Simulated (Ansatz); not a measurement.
Ag in Ansatz: the effect of functional

Ag:

```
Ag
1.0
     2.94940    0.00000    0.00000
    -1.47470    2.55426    0.00000
     0.00000    0.00000    4.82172
Ag
2
Cartesian
  1.4747 0.8514 3.6163
  0.0000 1.7028 1.2054
```

This isn't the form of Ag at room conditions, which is fcc.

The cell isn't the ideal one: volume scaled by 1.02.

Alike in all runs:

* Program: Ansatz 0.2.0
* Task: single point
* Potentials or basis: Ansatz PAW
* k mesh: 10 × 10 × 6
* Occupations: fermi-dirac, width 0.05 eV
* Spin: no spin polarisation

**Question.** One run gave: pressure -11.8 GPa. Which functional did it use?
A. LDA
B. r2SCAN
C. PBEsol

**Answer.** A.

| functional | cutoff | pressure (GPa) |
| --- | --- | --- |
| LDA | 420 eV (not typed: the program's choice for these potentials) | -11.8 |
| PBEsol | 420 eV (not typed: the program's choice for these potentials) | -7.6 |
| r2SCAN | 500 eV (not typed: the program's choice for these potentials) | -4.1 |

Caveats: the PAW data sets come from PBE, with cores solved anew for the run's functional, which leaves a small shift of forces and pressure.
